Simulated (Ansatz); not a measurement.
FeO (Wuestite):

```xyz
2
Lattice="0.0000 2.1554 2.1554 2.1554 0.0000 2.1554 2.1554 2.1554 0.0000" Properties=species:S:1:pos:R:3 pbc="T T T"
Fe    0.0000    0.0000    0.0000
O     2.1554    2.1554    2.1554
```

* Program: Ansatz 0.2.0
* Task: relaxation of cell and atoms
* Functional: PBEsol
* Potentials or basis: Ansatz PAW
* Cutoff: 420 eV (not typed: the program's choice for these potentials)
* k mesh: 8 × 8 × 8
* Occupations: fermi-dirac, width 0.05 eV
* Spin: collinear spin, ferromagnetic start
* Starting moments: [3.0, 0.0] μB

At the start: volume 10.01 Å³/atom.

Q: Where does the relaxation end?

A: It ends after 7 steps and the volume is 9.57 Å³/atom (-4.4 %); space group Fm-3m (No. 225, to 0.05 Å); moment 4.00 μB per cell.

Step by step:
```tsv
step	energy change (eV)	largest force (eV/Å)	volume (Å³)
1	0.0000	0.0000	20.03
2	-0.0229	0.0000	19.47
3	-0.0274	0.0000	19.14
4	-0.0273	0.0000	19.16
5	-0.0244	0.0000	19.16
6	-0.0245	0.0000	19.14
7	-0.0244	0.0000	19.14
```

Final structure:
```
Fe O
1.0
     0.00000    2.12313    2.12313
     2.12313    0.00000    2.12313
     2.12313    2.12313    0.00000
Fe O
1 1
Direct
  0.00000 0.00000 0.00000
  0.50000 0.50000 0.50000
```

Caveat: the plane-wave basis is chosen anew once the cell has moved, so the energies of steps on either side of that aren't comparable; the pressure holds a Pulay correction of +0.7 GPa for the finite cutoff; a cell with one magnetic atom can't hold antiferromagnetic order, which such compounds often take; the PAW data sets come from PBE, with cores solved anew for the run's functional, which leaves a small shift of forces and pressure.
